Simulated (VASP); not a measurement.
Here is a VASP 6.6.1 calculation.

INCAR

```
SYSTEM = Pb
PREC = Accurate
ENCUT = 520
EDIFF = 1E-7
ISMEAR = 0
SIGMA = 0.1
LREAL = .FALSE.
LASPH = .TRUE.
NELM = 60
ALGO = Normal
ISIF = 2
LWAVE = .FALSE.
LCHARG = .TRUE.
GGA = PE
LELF = .TRUE.
LVHAR = .TRUE.
NBANDS = 13
```

File KPOINTS:

```
regular mesh
0
G
  6 6 6
  0 0 0
```

File POSCAR:

```
Pb
1.0
    3.1917453948      0.0000000000      0.0000000000
    0.0000000000      3.1917453948      0.0000000000
    0.0000000000      0.0000000000      3.1917453948
Pb
1
Direct
    0.0000000000      0.0000000000      0.0000000000
```

Potentials or basis: VASP PAW PBE potentials, release 64 (Pb_d).

Run with:

```console
$ cat potpaw_PBE.64/Pb_d/POTCAR > POTCAR
$ mpirun -np 1 vasp_std > vasp.out
```

Q: What does it give for the pressure?

A: 2.0 GPa.

Q: Estimate the band gap on the k mesh.

A: None (metal or under the smearing width).

Spin-orbit coupling is left out, which matters for the levels of Pb.
